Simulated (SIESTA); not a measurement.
## Ag in SIESTA: the effect of strain zz

The system is Ag.

```
CELL_PARAMETERS angstrom
0.00000 2.04275 1.96104
2.04275 0.00000 1.96104
2.04275 2.04275 0.00000
ATOMIC_POSITIONS crystal
Ag 0.00000 0.00000 0.00000
```

The cell isn't the ideal one: cell strained along z.

Alike in all runs:

| Quantity | Value |
| --- | --- |
| Program | SIESTA 5.4.2 |
| Task | single point |
| Functional | PBE |
| Potentials or basis | PseudoDojo 0.4 standard (PBE files) |
| Basis | DZP (energy shift 0.003 Ry; two zetas on semicore shells) |
| Grid cutoff | 800 Ry |
| Energy shift | 0.003 Ry |
| k mesh | 11 × 11 × 11 |
| Occupations | fermi-dirac, width 0.05 eV |
| Spin | no spin polarisation |

| strain zz | pressure (GPa) |
| --- | --- |
| -0.04 | 10.6 |
| -0.02 | 7.5 |
| -0.01 | ? |
| 0 | 4.8 |
| 0.01 | 3.6 |
| 0.02 | 2.6 |
| 0.04 | 0.6 |

Task: What does the run with strain zz -0.01 give?

Result: Pressure 6.2 GPa.

Worked out: A parabola through the other rows of the pressure, of slope -134 GPa per unit of strain zz there, gives 6.1 GPa, against the run's 6.2.

Caveats: short orbitals over semicore shells can move pressures by several GPa; the basis of atomic orbitals isn't converged, which shifts pressures, moduli and gaps.
